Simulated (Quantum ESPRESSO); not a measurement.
The system is MnO.

```
CELL_PARAMETERS angstrom
0.00000 2.22200 2.22200
2.22200 0.00000 2.22200
2.22200 2.22200 0.00000
ATOMIC_POSITIONS crystal
Mn 0.00000 0.00000 0.00000
O 0.50000 0.50000 0.50000
```

```yaml
Program: Quantum ESPRESSO 7.5
Task: Wannier functions
Functional: LDA
Potentials_or_basis: PseudoDojo 0.4.1 SR LDA standard
Cutoff: 1306 eV
Density_cutoff: 5225 eV
k_mesh: 8 × 8 × 8
Occupations: fermi-dirac, width 0.05 eV
Spin: collinear spin, ferromagnetic start
Starting_moments: "[4.0, 0.0] μB"
Iterations: 0
Form_of_the_LDA_correlation: PW92
Mixing_beta: 0.3
Most_SCF_iterations: 120
SCF_threshold: 4e-10 Ry
k_mesh_for_the_Wannier_functions: 5 × 5 × 5
Projections: Mn spd, O sp
```

Start: atomic projections with disentanglement, frozen window up to 3.0 eV over the reference level; the lowest 4 bands are left out; no minimisation of the spread. The reference level is the Fermi level, or the middle of the gap.

Problem. With atomic projections with disentanglement, how many functions result, how localised are they, and how well do they interpolate the bands?

Solution. 26 functions with spreads from 0.48 to 1.95 Å², 25.1 Å² in all; they miss the direct bands by 5 meV (root mean square).

Spin up: Wannier functions:
```
function  nearest atom  distance (Å)  spread (Å²)  on-site energy from the reference level (eV)
       1          1 Mn          0.00         1.82                                          5.67
       2          1 Mn          0.00         1.87                                         11.56
       3          1 Mn          0.00         1.87                                         11.56
       4          1 Mn          0.00         1.87                                         11.56
       5          1 Mn          0.00         0.49                                         -2.65
       6          1 Mn          0.00         0.57                                         -2.68
       7          1 Mn          0.00         0.57                                         -2.68
       8          1 Mn          0.00         0.49                                         -2.65
       9          1 Mn          0.00         0.57                                         -2.68
      10           2 O          0.00         0.49                                        -17.69
      11           2 O          0.00         0.55                                         -3.98
      12           2 O          0.00         0.55                                         -3.98
      13           2 O          0.00         0.55                                         -3.98
```
Spin down: Wannier functions:
| function | nearest atom | distance (Å) | spread (Å²) | on-site energy from the reference level (eV) |
| --- | --- | --- | --- | --- |
| 1 | 1 Mn | 0.00 | 1.88 | 7.12 |
| 2 | 1 Mn | 0.00 | 1.95 | 12.70 |
| 3 | 1 Mn | 0.00 | 1.93 | 12.74 |
| 4 | 1 Mn | 0.00 | 1.94 | 12.73 |
| 5 | 1 Mn | 0.00 | 0.55 | 1.26 |
| 6 | 1 Mn | 0.00 | 0.68 | 1.10 |
| 7 | 1 Mn | 0.00 | 0.68 | 1.10 |
| 8 | 1 Mn | 0.00 | 0.55 | 1.26 |
| 9 | 1 Mn | 0.00 | 0.68 | 1.10 |
| 10 | 2 O | 0.00 | 0.48 | -17.23 |
| 11 | 2 O | 0.00 | 0.53 | -3.53 |
| 12 | 2 O | 0.00 | 0.53 | -3.52 |
| 13 | 2 O | 0.00 | 0.53 | -3.53 |

Parts of the spread (Å²): spin up: invariant 6.84, diagonal 0.000, off-diagonal 5.40, total 12.24; spin down: invariant 7.09, diagonal 0.000, off-diagonal 5.81, total 12.90. Against the direct bands the interpolation misses by 5 meV (root mean square) and 73 meV at most, for states up to 1 eV over the reference level.

Caveat: a cell with one magnetic atom can't hold antiferromagnetic order, which such compounds often take; semilocal functionals often make such compounds metallic where correlation or magnetic order opens a gap, which also shifts bond lengths.
